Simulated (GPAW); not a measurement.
# GaP (F-43m) in GPAW: further runs

The runs below take GaP through relaxation of cell and atoms, single point, with revPBE, BLYP, PBE.

Program: GPAW 26.7.0. These are calculated values, not measurements. Logs are shortened: lines on timing, memory, paths and dates and some standing lists are left out, and cuts for length are marked. The log counts tension as positive stress, the text compression.

**Experimental background.**

“Stacking defects in GaP nanowires: Electronic structure and optical properties”, 2018, arxiv:1810.01194 quotes, for a bulk crystal of GaP at 10 K: band gap 2.34 eV (indirect).

How close the calculation comes is told below.

**1. The crystal as given**

It takes space group F-43m (No. 216, cubic). The conventional cell has a = 5.451 Å, b = 5.451 Å, c = 5.451 Å, α = 90.00°, β = 90.00°, γ = 90.00°. Ga (site symmetry -43m) has 4 P at 2.36 Å as nearest neighbours. P (site symmetry -43m) is surrounded by 4 Ga at 2.36 Å.

**2. Relaxation of cell and atoms, revPBE**

Contents of run.py:

```python
from ase.filters import FrechetCellFilter
from ase.io import read, write
from ase.optimize import BFGS
from gpaw import GPAW, PW

atoms = read('GaP.xyz')

calc = GPAW(mode=PW(600),
            xc='revPBE',
            kpts={'size': (8, 8, 8), 'gamma': True},
            occupations={'name': 'fermi-dirac', 'width': 0.05},
            nbands=11,
            convergence={'density': 1e-05, 'forces': 0.0001},
            maxiter=150,
            txt='gpaw.txt')
atoms.calc = calc
opt = BFGS(FrechetCellFilter(atoms), trajectory='relax.traj', logfile='-')
done = opt.run(fmax=0.01, steps=40)
calc.write('gs.gpw')
write('result.traj', atoms)
print('Converged:', done)
print('Cell:', atoms.cell.cellpar().round(4))
print('Volume:', round(atoms.get_volume(), 4))
print(atoms.get_scaled_positions().round(5))
```

Contents of GaP.xyz:

```xyz
2
Lattice="0.0000000000 2.7252500000 2.7252500000 2.7252500000 0.0000000000 2.7252500000 2.7252500000 2.7252500000 0.0000000000" Properties=species:S:1:pos:R:3 pbc="T T T"
Ga     0.0000000000      0.0000000000      0.0000000000
P      4.0878750000      4.0878750000      4.0878750000
```

Potentials or basis: the program's PAW data sets (release 1.2.1) made for this functional, pw.

Started as:

```bash
$ OMP_NUM_THREADS=1 python run.py
```

gpaw.txt:

```text
__  _  _
 | _ |_)|_||  |
 |__||  | ||/\| - 26.7.0

Input parameters:
  mode=PW(ecut=600.0),
  convergence={'density': 1e-05, 'forces': 0.0001},
  kpts=MonkhorstPack(size=(8, 8, 8), gamma=True),
  maxiter=150,
  nbands=11,
  occupations=Occupations(name='fermi-dirac', width=0.05),
  xc=XC(name='revPBE')

Diagonalizing LCAO Hamiltonian
Converting LCAO to pw mode

                    P

       Ga

Atoms  # Å, Bohr magnetons
|   | symbol |        x |        y |        z |    initial magnetic moments |
|---|--------|----------|----------|----------|-----------------------------|
| 0 |     Ga | 0.000000 | 0.000000 | 0.000000 | ( 0.0000,  0.0000,  0.0000) |
| 1 |      P | 4.087875 | 4.087875 | 4.087875 | ( 0.0000,  0.0000,  0.0000) |

Unit cell  # Å
| periodic |        x |        y |        z |  lengths |    angles |
|----------|----------|----------|----------|----------|-----------|
|      yes | 0.000000 | 2.725250 | 2.725250 | 3.854086 | 60.000000 |
|      yes | 2.725250 | 0.000000 | 2.725250 | 3.854086 | 60.000000 |
|      yes | 2.725250 | 2.725250 | 0.000000 | 3.854086 | 60.000000 |

Number of symmetries: 24
Symmetry operations  # r_c * U_cc + t_c -> r_c
|    | kind |            matrix            |
|----|------|------------------------------|
|  0 |  E   |  1, 0, 0,  0, 1, 0,  0, 0, 1 |
|  1 |  σ   |  1, 0, 0,  0, 0, 1,  0, 1, 0 |
|  2 |  σ   |  1, 0,-1,  0, 1,-1,  0, 0,-1 |
|  3 |  C3  |  1, 0,-1,  0, 0,-1,  0, 1,-1 |
|  4 |  C3  |  1,-1, 0,  0,-1, 1,  0,-1, 0 |
|  5 |  σ   |  1,-1, 0,  0,-1, 0,  0,-1, 1 |
|  6 |  σ   |  0, 1, 0,  1, 0, 0,  0, 0, 1 |
|  7 |  C3  |  0, 1, 0,  0, 0, 1,  1, 0, 0 |
|  8 |  C2  |  0, 1,-1,  1, 0,-1,  0, 0,-1 |
|  9 |  S4  |  0, 1,-1,  0, 0,-1,  1, 0,-1 |
| 10 |  C3  |  0, 0, 1,  1, 0, 0,  0, 1, 0 |
| 11 |  σ   |  0, 0, 1,  0, 1, 0,  1, 0, 0 |
| 12 |  S4  |  0, 0,-1,  1, 0,-1,  0, 1,-1 |
| 13 |  C3  |  0, 0,-1,  0, 1,-1,  1, 0,-1 |
[... 175 lines left out ...]
Eigenvalues  # (at kpt = [0.000, 0.000, 0.000])
| band index |      eig [eV] | occ [0-2] |
|------------|---------------|-----------|
|          0 |        -7.419 |     2.000 |
|          1 |         5.023 |     2.000 |
|          2 |         5.023 |     2.000 |
|          3 |         5.023 |     2.000 |
|          4 |         7.010 |     0.000 |
|          5 |         8.981 |     0.000 |
|          6 |         8.981 |     0.000 |
|          7 |         8.981 |     0.000 |
|          8 |        14.063 |     0.000 |
|          9 |        14.710 |     0.000 |
|         10 |        14.710 |     0.000 |

Gap: 1.734 eV
Transition (v -> c):
  (s=0, k=0, n=3, [0.00, 0.00, 0.00]) -> (s=0, k=12, n=4, [0.38, 0.38, 0.00])
Direct/indirect transitions are different
Direct gap: 1.986 eV
Transition at: (s=0, k=0, n=3, [0.00, 0.00, 0.00])

Stress tensor  # eV/Ang^3
|         x |         y |         z |
|-----------|-----------|-----------|
| -0.038123 |  0.000000 | -0.000000 |
|  0.000000 | -0.038123 | -0.000000 |
| -0.000000 | -0.000000 | -0.038123 |

Forces  # eV/Ang
|        x |       y |       z |
|----------|---------|---------|
|  0.00000 | 0.00000 | 0.00000 |  # Ga   0
| -0.00000 | 0.00000 | 0.00000 |  # P    1

Interpolating wave functions to new cell

                    P

       Ga

Atoms  # Å, Bohr magnetons
|   | symbol |        x |        y |        z |    initial magnetic moments |
|---|--------|----------|----------|----------|-----------------------------|
| 0 |     Ga | 0.000000 | 0.000000 | 0.000000 | ( 0.0000,  0.0000,  0.0000) |
| 1 |      P | 4.110468 | 4.110468 | 4.110468 | ( 0.0000,  0.0000,  0.0000) |

Unit cell  # Å
| periodic |         x |         y |        z |  lengths |    angles |
|----------|-----------|-----------|----------|----------|-----------|
|      yes | -0.000000 |  2.740312 | 2.740312 | 3.875386 | 60.000000 |
|      yes |  2.740312 | -0.000000 | 2.740312 | 3.875386 | 60.000000 |
|      yes |  2.740312 |  2.740312 | 0.000000 | 3.875386 | 60.000000 |

Number of symmetries: 24
Symmetry operations  # r_c * U_cc + t_c -> r_c
|    | kind |            matrix            |
|----|------|------------------------------|
|  0 |  E   |  1, 0, 0,  0, 1, 0,  0, 0, 1 |
|  1 |  σ   |  1, 0, 0,  0, 0, 1,  0, 1, 0 |
|  2 |  σ   |  1, 0,-1,  0, 1,-1,  0, 0,-1 |
|  3 |  C3  |  1, 0,-1,  0, 0,-1,  0, 1,-1 |
|  4 |  C3  |  1,-1, 0,  0,-1, 1,  0,-1, 0 |
|  5 |  σ   |  1,-1, 0,  0,-1, 0,  0,-1, 1 |
|  6 |  σ   |  0, 1, 0,  1, 0, 0,  0, 0, 1 |
|  7 |  C3  |  0, 1, 0,  0, 0, 1,  1, 0, 0 |
|  8 |  C2  |  0, 1,-1,  1, 0,-1,  0, 0,-1 |
|  9 |  S4  |  0, 1,-1,  0, 0,-1,  1, 0,-1 |
| 10 |  C3  |  0, 0, 1,  1, 0, 0,  0, 1, 0 |
| 11 |  σ   |  0, 0, 1,  0, 1, 0,  1, 0, 0 |
| 12 |  S4  |  0, 0,-1,  1, 0,-1,  0, 1,-1 |
| 13 |  C3  |  0, 0,-1,  0, 1,-1,  1, 0,-1 |
[... 174 lines left out ...]
Eigenvalues  # (at kpt = [0.000, 0.000, 0.000])
| band index |      eig [eV] | occ [0-2] |
|------------|---------------|-----------|
|          0 |        -7.468 |     2.000 |
|          1 |         4.851 |     2.000 |
|          2 |         4.851 |     2.000 |
|          3 |         4.851 |     2.000 |
|          4 |         6.699 |     0.000 |
|          5 |         8.811 |     0.000 |
|          6 |         8.811 |     0.000 |
|          7 |         8.811 |     0.000 |
|          8 |        13.820 |     0.000 |
|          9 |        14.516 |     0.000 |
|         10 |        14.516 |     0.000 |

Gap: 1.743 eV
Transition (v -> c):
  (s=0, k=0, n=3, [0.00, 0.00, 0.00]) -> (s=0, k=28, n=4, [0.50, 0.50, 0.50])
Direct/indirect transitions are different
Direct gap: 1.847 eV
Transition at: (s=0, k=0, n=3, [0.00, 0.00, 0.00])

Stress tensor  # eV/Ang^3
|         x |         y |         z |
|-----------|-----------|-----------|
| -0.027946 | -0.000000 |  0.000000 |
| -0.000000 | -0.027946 |  0.000000 |
|  0.000000 |  0.000000 | -0.027946 |

Forces  # eV/Ang
|        x |        y |        z |
|----------|----------|----------|
|  0.00000 | -0.00000 |  0.00000 |  # Ga   0
| -0.00000 | -0.00000 | -0.00000 |  # P    1

Interpolating wave functions to new cell

                    P

       Ga

Atoms  # Å, Bohr magnetons
|   | symbol |        x |         y |        z |    initial magnetic moments |
|---|--------|----------|-----------|----------|-----------------------------|
| 0 |     Ga | 0.000000 | -0.000000 | 0.000000 | ( 0.0000,  0.0000,  0.0000) |
| 1 |      P | 4.177291 |  4.177291 | 4.177291 | ( 0.0000,  0.0000,  0.0000) |

Unit cell  # Å
| periodic |         x |        y |         z |  lengths |    angles |
|----------|-----------|----------|-----------|----------|-----------|
|      yes | -0.000000 | 2.784861 |  2.784861 | 3.938388 | 60.000000 |
|      yes |  2.784861 | 0.000000 |  2.784861 | 3.938388 | 60.000000 |
|      yes |  2.784861 | 2.784861 | -0.000000 | 3.938388 | 60.000000 |

Number of symmetries: 24
Symmetry operations  # r_c * U_cc + t_c -> r_c
|    | kind |            matrix            |
|----|------|------------------------------|
|  0 |  E   |  1, 0, 0,  0, 1, 0,  0, 0, 1 |
|  1 |  σ   |  1, 0, 0,  0, 0, 1,  0, 1, 0 |
|  2 |  σ   |  1, 0,-1,  0, 1,-1,  0, 0,-1 |
|  3 |  C3  |  1, 0,-1,  0, 0,-1,  0, 1,-1 |
|  4 |  C3  |  1,-1, 0,  0,-1, 1,  0,-1, 0 |
|  5 |  σ   |  1,-1, 0,  0,-1, 0,  0,-1, 1 |
|  6 |  σ   |  0, 1, 0,  1, 0, 0,  0, 0, 1 |
|  7 |  C3  |  0, 1, 0,  0, 0, 1,  1, 0, 0 |
|  8 |  C2  |  0, 1,-1,  1, 0,-1,  0, 0,-1 |
|  9 |  S4  |  0, 1,-1,  0, 0,-1,  1, 0,-1 |
| 10 |  C3  |  0, 0, 1,  1, 0, 0,  0, 1, 0 |
| 11 |  σ   |  0, 0, 1,  0, 1, 0,  1, 0, 0 |
| 12 |  S4  |  0, 0,-1,  1, 0,-1,  0, 1,-1 |
| 13 |  C3  |  0, 0,-1,  0, 1,-1,  1, 0,-1 |
[... 175 lines left out ...]
Eigenvalues  # (at kpt = [0.000, 0.000, 0.000])
| band index |      eig [eV] | occ [0-2] |
|------------|---------------|-----------|
|          0 |        -7.610 |     2.000 |
|          1 |         4.365 |     2.000 |
|          2 |         4.365 |     2.000 |
|          3 |         4.365 |     2.000 |
|          4 |         5.812 |     0.000 |
|          5 |         8.326 |     0.000 |
|          6 |         8.326 |     0.000 |
|          7 |         8.326 |     0.000 |
|          8 |        13.132 |     0.000 |
|          9 |        13.965 |     0.000 |
|         10 |        13.965 |     0.000 |

Gap: 1.448 eV
Transition (v -> c):
  (s=0, k=0, n=3, [0.00, 0.00, 0.00]) -> (s=0, k=0, n=4, [0.00, 0.00, 0.00])
No difference between direct/indirect transitions

Stress tensor  # eV/Ang^3
|         x |         y |         z |
|-----------|-----------|-----------|
| -0.002115 |  0.000000 | -0.000000 |
|  0.000000 | -0.002115 |  0.000000 |
| -0.000000 |  0.000000 | -0.002115 |

Forces  # eV/Ang
|       x |        y |       z |
|---------|----------|---------|
| 0.00000 | -0.00000 | 0.00000 |  # Ga   0
| 0.00000 | -0.00000 | 0.00000 |  # P    1

Interpolating wave functions to new cell

                    P

       Ga

Atoms  # Å, Bohr magnetons
|   | symbol |        x |         y |        z |    initial magnetic moments |
|---|--------|----------|-----------|----------|-----------------------------|
| 0 |     Ga | 0.000000 | -0.000000 | 0.000000 | ( 0.0000,  0.0000,  0.0000) |
| 1 |      P | 4.183108 |  4.183108 | 4.183108 | ( 0.0000,  0.0000,  0.0000) |

Unit cell  # Å
| periodic |         x |         y |        z |  lengths |    angles |
|----------|-----------|-----------|----------|----------|-----------|
|      yes | -0.000000 |  2.788739 | 2.788739 | 3.943872 | 60.000000 |
|      yes |  2.788739 | -0.000000 | 2.788739 | 3.943872 | 60.000000 |
|      yes |  2.788739 |  2.788739 | 0.000000 | 3.943872 | 60.000000 |

Number of symmetries: 24
Symmetry operations  # r_c * U_cc + t_c -> r_c
|    | kind |            matrix            |
|----|------|------------------------------|
|  0 |  E   |  1, 0, 0,  0, 1, 0,  0, 0, 1 |
|  1 |  σ   |  1, 0, 0,  0, 0, 1,  0, 1, 0 |
|  2 |  σ   |  1, 0,-1,  0, 1,-1,  0, 0,-1 |
|  3 |  C3  |  1, 0,-1,  0, 0,-1,  0, 1,-1 |
|  4 |  C3  |  1,-1, 0,  0,-1, 1,  0,-1, 0 |
|  5 |  σ   |  1,-1, 0,  0,-1, 0,  0,-1, 1 |
|  6 |  σ   |  0, 1, 0,  1, 0, 0,  0, 0, 1 |
|  7 |  C3  |  0, 1, 0,  0, 0, 1,  1, 0, 0 |
|  8 |  C2  |  0, 1,-1,  1, 0,-1,  0, 0,-1 |
|  9 |  S4  |  0, 1,-1,  0, 0,-1,  1, 0,-1 |
| 10 |  C3  |  0, 0, 1,  1, 0, 0,  0, 1, 0 |
| 11 |  σ   |  0, 0, 1,  0, 1, 0,  1, 0, 0 |
| 12 |  S4  |  0, 0,-1,  1, 0,-1,  0, 1,-1 |
| 13 |  C3  |  0, 0,-1,  0, 1,-1,  1, 0,-1 |
[... 173 lines left out ...]
Eigenvalues  # (at kpt = [0.000, 0.000, 0.000])
| band index |      eig [eV] | occ [0-2] |
|------------|---------------|-----------|
|          0 |        -7.622 |     2.000 |
|          1 |         4.324 |     2.000 |
|          2 |         4.324 |     2.000 |
|          3 |         4.324 |     2.000 |
|          4 |         5.738 |     0.000 |
|          5 |         8.285 |     0.000 |
|          6 |         8.285 |     0.000 |
|          7 |         8.285 |     0.000 |
|          8 |        13.074 |     0.000 |
|          9 |        13.918 |     0.000 |
|         10 |        13.918 |     0.000 |

Gap: 1.414 eV
Transition (v -> c):
  (s=0, k=0, n=3, [0.00, 0.00, 0.00]) -> (s=0, k=0, n=4, [0.00, 0.00, 0.00])
No difference between direct/indirect transitions

Stress tensor  # eV/Ang^3
|         x |         y |         z |
|-----------|-----------|-----------|
| -0.000143 |  0.000000 |  0.000000 |
|  0.000000 | -0.000143 |  0.000000 |
|  0.000000 |  0.000000 | -0.000143 |

Forces  # eV/Ang
|        x |        y |        z |
|----------|----------|----------|
|  0.00000 |  0.00000 | -0.00000 |  # Ga   0
| -0.00000 | -0.00000 |  0.00000 |  # P    1

# Writing to gs.gpw (mode='')
```

It took 38 s on 1 thread of Arm Neoverse V1, shared host; peak memory 0.18 GiB.

Results:

- Free energy: -8.5006 eV
- Relaxed volume: 21.69 Å³/atom
- Relaxed cell: a = 3.944 Å, b = 3.944 Å, c = 3.944 Å, α = 60.00°, β = 60.00°, γ = 60.00°
- Space group after relaxing (to 0.05 Å): F-43m (No. 216)
- Energy gained by relaxing: 26.1 meV/atom
- Ionic steps: 4
- Pressure after relaxing: 0.0 GPa
- Band gap on the k mesh: 1.41 eV, direct

The path:
| step | energy change (eV) | largest force (eV/Å) | pressure (GPa) | volume (Å³) |
| --- | --- | --- | --- | --- |
| 1 | 0.0000 | 0.0000 | 6.11 | 40.48 |
| 2 | -0.0223 | 0.0000 | 4.48 | 41.16 |
| 3 | -0.0520 | 0.0000 | 0.34 | 43.20 |
| 4 | -0.0523 | 0.0000 | 0.02 | 43.38 |

Final structure:
```cif
data_structure
_symmetry_space_group_name_H-M 'P 1'
_symmetry_Int_Tables_number 1
_cell_length_a 3.9439
_cell_length_b 3.9439
_cell_length_c 3.9439
_cell_angle_alpha 60.000
_cell_angle_beta 60.000
_cell_angle_gamma 60.000
_cell_volume 43.38
loop_
_atom_site_label
_atom_site_type_symbol
_atom_site_fract_x
_atom_site_fract_y
_atom_site_fract_z
_atom_site_occupancy
Ga1 Ga 0.00000 0.00000 0.00000 1
P1 P 0.75000 0.75000 0.75000 1
```

Caveat: the data sets keep Ga 3d, Li 1s and Be 1s frozen, and some such compounds lay over 1.5 % in volume off other programs; later steps reuse the first step's grids. A k mesh can miss the band edges.

**3. Relaxation of cell and atoms, BLYP**

Contents of run.py:

```python
from ase.filters import FrechetCellFilter
from ase.io import read, write
from ase.optimize import FIRE
from gpaw import GPAW, PW, setup_paths

setup_paths.insert(0, '.')

atoms = read('POSCAR')

calc = GPAW(mode=PW(600),
            xc='BLYP',
            kpts={'size': (8, 8, 8), 'gamma': True},
            occupations={'name': 'fermi-dirac', 'width': 0.05},
            nbands=11,
            convergence={'density': 1e-05, 'forces': 0.0001},
            eigensolver='davidson',
            maxiter=150,
            txt='gpaw.txt')
atoms.calc = calc
opt = FIRE(FrechetCellFilter(atoms), trajectory='relax.traj', logfile='-')
done = opt.run(fmax=0.05, steps=40)
calc.write('gs.gpw')
write('result.traj', atoms)
print('Converged:', done)
print('Cell:', atoms.cell.cellpar().round(4))
print('Volume:', round(atoms.get_volume(), 4))
print(atoms.get_scaled_positions().round(5))
```

Contents of POSCAR:

```
GaP
1.0
    0.0000000000      2.7252500000      2.7252500000
    2.7252500000      0.0000000000      2.7252500000
    2.7252500000      2.7252500000      0.0000000000
Ga P
1 1
Direct
    0.0000000000      0.0000000000      0.0000000000
    0.7500000000      0.7500000000      0.7500000000
```

Potentials or basis: PAW data sets generated in the run's folder for this functional, pw.

Started as:

```bash
$ gpaw-setup -f BLYP Ga P
$ OMP_NUM_THREADS=1 python run.py
```

gpaw.txt:

```text
__  _  _
 | _ |_)|_||  |
 |__||  | ||/\| - 26.7.0

Input parameters:
  mode=PW(ecut=600.0),
  convergence={'density': 1e-05, 'forces': 0.0001},
  eigensolver=Davidson(niter=2),
  kpts=MonkhorstPack(size=(8, 8, 8), gamma=True),
  maxiter=150,
  nbands=11,
  occupations=Occupations(name='fermi-dirac', width=0.05),
  xc=XC(name='BLYP')

Diagonalizing LCAO Hamiltonian
Converting LCAO to pw mode

                    P

       Ga

Atoms  # Å, Bohr magnetons
|   | symbol |        x |        y |        z |    initial magnetic moments |
|---|--------|----------|----------|----------|-----------------------------|
| 0 |     Ga | 0.000000 | 0.000000 | 0.000000 | ( 0.0000,  0.0000,  0.0000) |
| 1 |      P | 4.087875 | 4.087875 | 4.087875 | ( 0.0000,  0.0000,  0.0000) |

Unit cell  # Å
| periodic |        x |        y |        z |  lengths |    angles |
|----------|----------|----------|----------|----------|-----------|
[... 2206 lines left out ...]
|  0 |  E   |  1, 0, 0,  0, 1, 0,  0, 0, 1 |
|  1 |  σ   |  1, 0, 0,  0, 0, 1,  0, 1, 0 |
|  2 |  σ   |  1, 0,-1,  0, 1,-1,  0, 0,-1 |
|  3 |  C3  |  1, 0,-1,  0, 0,-1,  0, 1,-1 |
|  4 |  C3  |  1,-1, 0,  0,-1, 1,  0,-1, 0 |
|  5 |  σ   |  1,-1, 0,  0,-1, 0,  0,-1, 1 |
|  6 |  σ   |  0, 1, 0,  1, 0, 0,  0, 0, 1 |
|  7 |  C3  |  0, 1, 0,  0, 0, 1,  1, 0, 0 |
|  8 |  C2  |  0, 1,-1,  1, 0,-1,  0, 0,-1 |
[... 198 lines left out ...]
Stress tensor  # eV/Ang^3
|         x |         y |         z |
|-----------|-----------|-----------|
|  0.004564 | -0.000000 | -0.000000 |
| -0.000000 |  0.004564 | -0.000000 |
| -0.000000 | -0.000000 |  0.004564 |

Forces  # eV/Ang
|        x |        y |       z |
|----------|----------|---------|
| -0.00000 | -0.00000 | 0.00000 |  # Ga   0
| -0.00000 | -0.00000 | 0.00000 |  # P    1

Interpolating wave functions to new cell

                    P
[... 465 lines left out ...]
Gap: 0.939 eV
Transition (v -> c):
  (s=0, k=0, n=3, [0.00, 0.00, 0.00]) -> (s=0, k=0, n=4, [0.00, 0.00, 0.00])
No difference between direct/indirect transitions

Stress tensor  # eV/Ang^3
|         x |        y |         z |
|-----------|----------|-----------|
|  0.001648 | 0.000000 | -0.000000 |
|  0.000000 | 0.001648 |  0.000000 |
| -0.000000 | 0.000000 |  0.001648 |

Forces  # eV/Ang
|        x |        y |        z |
|----------|----------|----------|
| -0.00000 | -0.00000 | -0.00000 |  # Ga   0
|  0.00000 |  0.00000 |  0.00000 |  # P    1

# Writing to gs.gpw (mode='')
```

stdout:

```text
Step          Energy          fmax
FIRE:    0       -7.623660        1.017173
FIRE:    1       -7.652010        0.837164
FIRE:    2       -7.689970        0.526874
FIRE:    3       -7.714493        0.161168
FIRE:    4       -7.713287        0.190450
FIRE:    5       -7.713552        0.184219
FIRE:    6       -7.714048        0.171929
FIRE:    7       -7.714705        0.153901
FIRE:    8       -7.715441        0.130637
FIRE:    9       -7.716158        0.102801
FIRE:   10       -7.716754        0.071209
FIRE:   11       -7.717148        0.036844
Converged: True
Cell: [ 3.9844  3.9844  3.9844 60.     60.     60.    ]
Volume: 44.7267
[[0.   0.   0.  ]
 [0.75 0.75 0.75]]
```

It took 1.7 min on 1 thread of Arm Neoverse V1, shared host; peak memory 0.25 GiB.

Results:

| Property | Result |
| --- | --- |
| Free energy | -7.7171 eV |
| Relaxed volume | 22.36 Å³/atom |
| Relaxed cell | a = 3.984 Å, b = 3.984 Å, c = 3.984 Å, α = 60.00°, β = 60.00°, γ = 60.00° |
| Space group after relaxing (to 0.05 Å) | F-43m (No. 216) |
| Energy gained by relaxing | 46.7 meV/atom |
| Ionic steps | 12 |
| Pressure after relaxing | -0.3 GPa |
| Band gap on the k mesh | 0.94 eV, direct |

The path:
```csv
step,energy change (eV),largest force (eV/Å),pressure (GPa),volume (Å³)
1,0.0000,0.0000,8.05,40.48
2,-0.0283,0.0000,6.53,41.10
3,-0.0663,0.0000,3.99,42.26
4,-0.0908,0.0000,1.18,43.80
5,-0.0896,0.0000,-1.34,45.50
6,-0.0899,0.0000,-1.30,45.47
7,-0.0904,0.0000,-1.21,45.41
8,-0.0910,0.0000,-1.09,45.31
9,-0.0918,0.0000,-0.93,45.19
10,-0.0925,0.0000,-0.73,45.05
11,-0.0931,0.0000,-0.51,44.90
12,-0.0935,0.0000,-0.26,44.73
```

Final structure:
```
Ga P
1.0
     0.00000    2.81738    2.81738
     2.81738    0.00000    2.81738
     2.81738    2.81738    0.00000
Ga P
1 1
Direct
  0.00000 0.00000 0.00000
  0.75000 0.75000 0.75000
```

Caveat: the data sets keep Ga 3d, Li 1s and Be 1s frozen, and some such compounds lay over 1.5 % in volume off other programs; later steps reuse the first step's grids; the volume moved by +10 % from the deposited cell, more than functionals usually miss. BLYP gives volumes clearly too large for solids.

(Part 1 of 2 ends here.)
